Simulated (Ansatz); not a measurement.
A relaxed cell of SnO2 is given with its symmetry left out. The cell was relaxed from a distorted copy of a database structure.

Theory: DFT PBE, scalar-relativistic, plane waves, PAW (Ansatz). Cutoff 420 eV, Γ-centred mesh, Gaussian smearing, no spin polarisation.

```cif
data_structure
_symmetry_space_group_name_H-M 'P 1'
_symmetry_Int_Tables_number 1
_cell_length_a 5.9213
_cell_length_b 5.9213
_cell_length_c 5.9213
_cell_angle_alpha 139.980
_cell_angle_beta 139.980
_cell_angle_gamma 57.884
_cell_volume 85.09
loop_
_atom_site_label
_atom_site_type_symbol
_atom_site_fract_x
_atom_site_fract_y
_atom_site_fract_z
_atom_site_occupancy
Sn1 Sn 0.50000 0.50000 0.00000 1
Sn2 Sn 0.25000 0.75000 0.50000 1
O1 O 0.45240 0.95240 0.50000 1
O2 O 0.29760 0.29760 0.00000 1
O3 O 0.04760 0.54760 0.50000 1
O4 O 0.70240 0.70240 0.00000 1
```

Formation energies are uncorrected and refer to the elements' standard structures at the same level (O₂ as a molecule). The references include grey tin.

(1) What space group does it have?

(2) How far does it lie from the elements in energy?

(3) Is it a metal?

Results:

(1) I4_1/amd (No. 141), the anatase type. Conventional cell: a = 4.052 Å, c = 10.364 Å. Sn has 6 O at 2.09–2.10 Å; O has 3 Sn at 2.09–2.10 Å.

(2) −1.555 eV/atom. It lies below the elements, which doesn't yet make it stable against other compounds or structures.

(3) No, the gap on the 10×10×10 mesh is 1.32 eV.

The last run used a 10×10×10 mesh for its 6-atom cell and Gaussian smearing of 0.02 eV. Kohn–Sham gaps at this level usually fall short of measured ones. A later test with randomly moved atoms came back to the same energy, though modes that don't fit the test's cell weren't probed.
